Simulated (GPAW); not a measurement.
# GaP (F-43m) in GPAW: a series of runs

One crystal, GaP, is run at these levels: RPBE, PBEsol0; tasks: single point.

Everything below comes from runs of GPAW 26.7.0. Logs are shortened: lines on timing, memory, paths and dates and some standing lists are left out, and cuts for length are marked. The log counts tension as positive stress, the text compression.

**Experimental background.**

“Stacking defects in GaP nanowires: Electronic structure and optical properties”, 2018, arxiv:1810.01194 quotes, for a bulk crystal of GaP at 10 K: band gap 2.34 eV (indirect).

How close the calculation comes is told below.

## 1. Starting point

It takes space group F-43m (No. 216, cubic). The conventional cell has a = 5.451 Å, b = 5.451 Å, c = 5.451 Å, α = 90.00°, β = 90.00°, γ = 90.00°. Ga (site symmetry -43m) has 4 P at 2.36 Å as nearest neighbours. Around P (site symmetry -43m) lie 4 Ga at 2.36 Å.

## 2. Single point, RPBE

run.py

```python
from ase.dft.bandgap import bandgap
from ase.io import read, write
from ase.units import GPa
from gpaw import GPAW, PW

atoms = read('POSCAR')

calc = GPAW(mode=PW(600),
            xc='RPBE',
            kpts={'size': (8, 8, 8), 'gamma': True},
            occupations={'name': 'methfessel-paxton', 'order': 0, 'width': 0.05},
            nbands=11,
            convergence={'density': 1e-05, 'energy': 1e-05},
            maxiter=150,
            txt='gpaw.txt')
atoms.calc = calc
energy = atoms.get_potential_energy()
forces = atoms.get_forces()
stress = atoms.get_stress()
calc.write('gs.gpw')
write('result.traj', atoms)
print(f'Energy: {energy:.6f} eV')
print('Forces (eV/A):')
print(forces.round(4))
print('Stress (GPa):', (stress / GPa).round(3))
print('Fermi level:', round(calc.get_fermi_level(), 4), 'eV')
print(f'Gap: {bandgap(calc)[0]:.4f} eV, direct: {bandgap(calc, direct=True)[0]:.4f} eV')
```

POSCAR

```
GaP
1.0
    0.0000000000      2.7252500000      2.7252500000
    2.7252500000      0.0000000000      2.7252500000
    2.7252500000      2.7252500000      0.0000000000
Ga P
1 1
Direct
    0.0000000000      0.0000000000      0.0000000000
    0.7500000000      0.7500000000      0.7500000000
```

Potentials or basis: the program's PAW data sets (release 1.2.1) made for this functional, pw.

Started as:

```bash
OMP_NUM_THREADS=1 python run.py
```

gpaw.txt:

```text
__  _  _
 | _ |_)|_||  |
 |__||  | ||/\| - 26.7.0

Input parameters:
  mode=PW(ecut=600.0),
  convergence={'density': 1e-05, 'energy': 1e-05},
  kpts=MonkhorstPack(size=(8, 8, 8), gamma=True),
  maxiter=150,
  nbands=11,
  occupations=Occupations(name='methfessel-paxton', order=0, width=0.05),
  xc=XC(name='RPBE')

Diagonalizing LCAO Hamiltonian
Converting LCAO to pw mode

                    P

       Ga

Atoms  # Å, Bohr magnetons
|   | symbol |        x |        y |        z |    initial magnetic moments |
|---|--------|----------|----------|----------|-----------------------------|
| 0 |     Ga | 0.000000 | 0.000000 | 0.000000 | ( 0.0000,  0.0000,  0.0000) |
| 1 |      P | 4.087875 | 4.087875 | 4.087875 | ( 0.0000,  0.0000,  0.0000) |

Unit cell  # Å
| periodic |        x |        y |        z |  lengths |    angles |
|----------|----------|----------|----------|----------|-----------|
|      yes | 0.000000 | 2.725250 | 2.725250 | 3.854086 | 60.000000 |
|      yes | 2.725250 | 0.000000 | 2.725250 | 3.854086 | 60.000000 |
|      yes | 2.725250 | 2.725250 | 0.000000 | 3.854086 | 60.000000 |

Number of symmetries: 24
Symmetry operations  # r_c * U_cc + t_c -> r_c
|    | kind |            matrix            |
|----|------|------------------------------|
|  0 |  E   |  1, 0, 0,  0, 1, 0,  0, 0, 1 |
|  1 |  σ   |  1, 0, 0,  0, 0, 1,  0, 1, 0 |
|  2 |  σ   |  1, 0,-1,  0, 1,-1,  0, 0,-1 |
|  3 |  C3  |  1, 0,-1,  0, 0,-1,  0, 1,-1 |
|  4 |  C3  |  1,-1, 0,  0,-1, 1,  0,-1, 0 |
|  5 |  σ   |  1,-1, 0,  0,-1, 0,  0,-1, 1 |
|  6 |  σ   |  0, 1, 0,  1, 0, 0,  0, 0, 1 |
|  7 |  C3  |  0, 1, 0,  0, 0, 1,  1, 0, 0 |
|  8 |  C2  |  0, 1,-1,  1, 0,-1,  0, 0,-1 |
|  9 |  S4  |  0, 1,-1,  0, 0,-1,  1, 0,-1 |
| 10 |  C3  |  0, 0, 1,  1, 0, 0,  0, 1, 0 |
| 11 |  σ   |  0, 0, 1,  0, 1, 0,  1, 0, 0 |
| 12 |  S4  |  0, 0,-1,  1, 0,-1,  0, 1,-1 |
| 13 |  C3  |  0, 0,-1,  0, 1,-1,  1, 0,-1 |
| 14 |  S4  |  0,-1, 1,  1,-1, 0,  0,-1, 0 |
| 15 |  C2  |  0,-1, 1,  0,-1, 0,  1,-1, 0 |
| 16 |  C3  |  0,-1, 0,  1,-1, 0,  0,-1, 1 |
| 17 |  S4  |  0,-1, 0,  0,-1, 1,  1,-1, 0 |
| 18 |  S4  | -1, 1, 0, -1, 0, 1, -1, 0, 0 |
| 19 |  C3  | -1, 1, 0, -1, 0, 0, -1, 0, 1 |
| 20 |  C3  | -1, 0, 1, -1, 1, 0, -1, 0, 0 |
| 21 |  S4  | -1, 0, 1, -1, 0, 0, -1, 1, 0 |
| 22 |  σ   | -1, 0, 0, -1, 1, 0, -1, 0, 1 |
| 23 |  C2  | -1, 0, 0, -1, 0, 1, -1, 1, 0 |

BZ-sampling:
  Number of BZ points: 512
  Number of IBZ points: 29

  Monkhorst-Pack size: [8, 8, 8]
  Monkhorst-Pack shift: [0.0625, 0.0625, 0.0625]

K-points  # in reciprocal-cell coordinates
|     |                                coordinates |     weight |
|-----|--------------------------------------------|------------|
|   0 | (  0.00000000,   0.00000000,   0.00000000) | 0.00195312 |
|   1 | (  0.12500000,   0.12500000,   0.00000000) | 0.01171875 |
|   2 | (  0.12500000,   0.12500000,   0.12500000) | 0.01562500 |
|   3 | (  0.25000000,   0.12500000,   0.12500000) | 0.02343750 |
|   4 | (  0.25000000,   0.25000000,   0.00000000) | 0.01171875 |
|   5 | (  0.25000000,   0.25000000,   0.12500000) | 0.04687500 |
|   6 | (  0.25000000,   0.25000000,   0.25000000) | 0.01562500 |
|   7 | (  0.37500000,   0.25000000,  -0.37500000) | 0.04687500 |
|   8 | (  0.37500000,   0.25000000,   0.12500000) | 0.04687500 |
|   9 | (  0.37500000,   0.25000000,   0.25000000) | 0.04687500 |
| ... |                                            |            |
|  28 | (  0.50000000,   0.50000000,   0.50000000) | 0.00781250 |

Plane wave coefficients: 1365
Cutoff: 600.0 eV

Spin-components: 1 (collinear spins)
Bands:           11
Projectors:      10
Spin-degeneracy: 2
Datatype:        complex128

Parallelization:
  kpt:    1
  domain: 1
  band:   1

Density:
  Valence electrons: 8.0
  Components: 1
  Grid points: [24 24 24]
  Charge: 0.0  # |e|

Potential:
  Grid points: [24 24 24]

species:
  Ga:
    name:    Gallium
    Z:       31.0
    valence: 3
    core:    28
    charge:  0.0  # [|e|]
    compensation charges:
      type: gauss
      rc: 0.37  # [Å]
      lmax: 2
    cutoffs:
      filter: 2.06  # [Å]
      core: 4.17  # [Å]
    projectors
    | kind |    occ | energy [eV] | rcut [Å] |
    |------|--------|-------------|----------|
    |   4s |  2.000 |      -8.878 |    1.164 |
    |   4p |  1.000 |      -2.543 |    1.164 |
    |    s |        |      18.334 |    1.164 |
    |    p |        |      24.668 |    1.164 |
    |    d |        |       0.000 |    1.164 |

    Using partial waves for Ga as LCAO basis

  P:
    name:    Phosphorus
    Z:       15.0
    valence: 5
    core:    10
    charge:  0.0  # [|e|]
    compensation charges:
      type: gauss
      rc: 0.30  # [Å]
      lmax: 2
    cutoffs:
      filter: 1.69  # [Å]
      core: 1.81  # [Å]
    projectors
    | kind |    occ | energy [eV] | rcut [Å] |
    |------|--------|-------------|----------|
    |   3s |  2.000 |     -13.955 |    0.953 |
    |   3p |  3.000 |      -5.495 |    0.953 |
    |    s |        |      13.257 |    0.953 |
    |    p |        |      21.717 |    0.953 |
    |    d |        |       0.000 |    0.953 |

    Using partial waves for P as LCAO basis

Reference energy: -62197.110969  # eV

eigensolver:
  PPCG
  Converge bands: occupied
  niter=2

density mixing:
  MSR1-Mixer
  Pratt-step length: 0.05
  Maximum mixing coefficient: 0.75
  Old densities: 10
  SVD Regularization: 0.005
  Good broyden scale: 1.0
  Trust region scale: 1.0
  Backstep threshold: 4.0
  History deletion threshold: 6.0
  Fourier metric: weight=20.0, sigma=0.015

occupation numbers:
  Methfessel-Paxton:
    width: 0.0500  # eV
    order: 0

poisson solver:
  ecut: 4800.0  # eV

xc functional:
  name: RPBE with 2 nearest neighbor stencil

convergence criteria:
- Maximum integral of absolute [dens]ity change: 1e-05 electrons / valence electron
- Maximum [total energy] change in last 3 cyles: 1e-05 eV / valence electron
- Maximum integral of absolute [eigenst]ate change: 4e-08 eV^2 / valence electron
maximum number of iterations: 150

SCF iterations
|iter     | |      energy | eigst |  dens |
|---------|-|-------------|-------|-------|
|iter:   1| |   -8.507131 | -0.29 |       |
|iter:   2| |   -8.473473 | -2.35 | -0.83 |
|iter:   3| |   -8.339823 | -1.84 | -0.86 |
|iter:   4| |   -8.344147 | -3.38 | -1.50 |
|iter:   5| |   -8.344954 | -4.18 | -2.00 |
|iter:   6| |   -8.345012 | -5.35 | -2.76 |
|iter:   7| |   -8.345012c| -7.06 | -3.67 |
|iter:   8| |   -8.345012c| -8.48c| -4.30 |
|iter:   9| |   -8.345012c| -8.15c| -5.08c|

Converged in 9 steps
Energy contributions relative to reference atoms: (reference = -62197.110969)

Energy contributions:
  Kinetic:          24.992887
  Coulomb:         -21.815739
  Zero:              0.011322
  External:          0.000000
  Xc:              -11.533482
  Entropy:          -0.000000
  Spinorbit:         0.000000
  ----------------------------
  Free energy:      -8.345012
  Extrapolated:     -8.345012

dipole moment: (-10.794500, -10.794500, -10.794500)  # |e|*Ang

Fermi level: 5.635
Eigenvalues  # (at kpt = [0.000, 0.000, 0.000])
| band index |      eig [eV] | occ [0-2] |
|------------|---------------|-----------|
|          0 |        -7.386 |     2.000 |
|          1 |         5.048 |     2.000 |
|          2 |         5.048 |     2.000 |
|          3 |         5.048 |     2.000 |
|          4 |         7.068 |     0.000 |
|          5 |         9.017 |     0.000 |
|          6 |         9.017 |     0.000 |
|          7 |         9.017 |     0.000 |
|          8 |        14.152 |     0.000 |
|          9 |        14.733 |     0.000 |
|         10 |        14.733 |     0.000 |

Gap: 1.760 eV
Transition (v -> c):
  (s=0, k=0, n=3, [0.00, 0.00, 0.00]) -> (s=0, k=12, n=4, [0.38, 0.38, 0.00])
Direct/indirect transitions are different
Direct gap: 2.020 eV
Transition at: (s=0, k=0, n=3, [0.00, 0.00, 0.00])

Forces  # eV/Ang
|       x |        y |        z |
|---------|----------|----------|
| 0.00000 |  0.00000 | -0.00000 |  # Ga   0
| 0.00000 | -0.00000 |  0.00000 |  # P    1

Stress tensor  # eV/Ang^3
|         x |         y |         z |
|-----------|-----------|-----------|
| -0.041789 |  0.000000 |  0.000000 |
|  0.000000 | -0.041789 | -0.000000 |
|  0.000000 | -0.000000 | -0.041789 |

# Writing to gs.gpw (mode='')
```

Run time: 8.2 s. Hardware: 1 thread of Arm Neoverse V2, shared host; peak memory 0.14 GiB.

Results:

```yaml
Free_energy: -8.3450 eV
Pressure: 6.7 GPa
Band_gap_on_the_k_mesh: 1.76 eV, indirect (least direct gap 2.02 eV)
```

Levels at points of the mesh, in eV from the valence-band top:
| k point | band 2 | band 3 | band 4 | band 5 | band 6 | band 7 |
| --- | --- | --- | --- | --- | --- | --- |
| (0.00, 0.00, 0.00) | 0.00 | 0.00 | 0.00 | 2.02 | 3.97 | 3.97 |
| (0.50, 0.50, 0.00) | -6.67 | -2.65 | -2.65 | 1.77 | 1.94 | 10.70 |
| (0.50, 0.50, 0.50) | -6.55 | -1.11 | -1.11 | 1.82 | 4.79 | 4.79 |

(Continued in part 2 of 2.)
